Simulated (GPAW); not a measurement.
Runs of GPAW 26.7.0 on MnS. It takes space group Fm-3m (No. 225, cubic). Conventional cell: a = 5.209 Å, b = 5.209 Å, c = 5.209 Å, α = 90.00°, β = 90.00°, γ = 90.00°. Mn (site symmetry m-3m) has 6 S at 2.60 Å as nearest neighbours. S (site symmetry m-3m) is surrounded by 6 Mn at 2.60 Å. 

```csv
task,level,potentials or basis,cell,optimizer,fmax,max steps,target pressure,convergence,gap on the mesh (eV),pressure (GPa),moment (μB),relaxed volume (Å³/atom)
relaxation of cell and atoms,revPBE+D4,"the program's PAW data sets (release 1.2.1) made for this functional, pw",relaxed to -1 GPa,BFGS,0.05 eV/Å,40,-1 GPa,density=1e-05 forces=0.0001,none,-1.1,4.29,-
relaxation of cell and atoms,RPBE+D4,"the program's PAW data sets (release 1.2.1) made for this functional, pw",relaxed,BFGS,0.02 eV/Å,100,-,density=1e-05 forces=0.0001,none,-0.1,(c),15.16
relaxation of cell and atoms,revPBE+D3(BJ),"the program's PAW data sets (release 1.2.1) made for this functional, pw",relaxed,BFGS,0.01 eV/Å,60,-,density=1e-05 forces=0.0001,none,0.0,4.38,15.82
band structure,r2SCAN,"GPAW PAW data sets (gpaw-data 1.2.1), pw",as given,-,-,-,-,-,-,0.9,(b),-
relaxation of cell and atoms,RPBE+D3(BJ),"the program's PAW data sets (release 1.2.1) made for this functional, pw",relaxed,BFGS,0.05 eV/Å,40,-,density=1e-05 forces=0.0001,none,0.3,3.75,(a)
```

Alike in all rows: spin collinear, ferromagnetic start; k mesh 9 × 9 × 9; cutoff (eV) 600; smearing fermi-dirac 0.05 eV.

**Question.** Estimate the missing entries.

**Answer.** (a) 13.54; (b) 4.97; (c) 4.16.

Caveats: a cell with one magnetic atom can't hold antiferromagnetic order, which such compounds often take; semilocal functionals often make such compounds metallic where correlation or magnetic order opens a gap, which also shifts bond lengths; each step starts from the last one's moments, so a moment once lost doesn't come back (some runs); later steps reuse the first step's grids (some runs); pairwise dispersion overbinds metals, which lowers pressure and volume (some runs); the volume moved by -14 % from the deposited cell, more than functionals usually miss (some runs); the volume moved by -10 % from the deposited cell, more than functionals usually miss (some runs).

A gap of «none» marks a metal or a gap under the smearing width.

Runs at the PBE level aren't shown here.
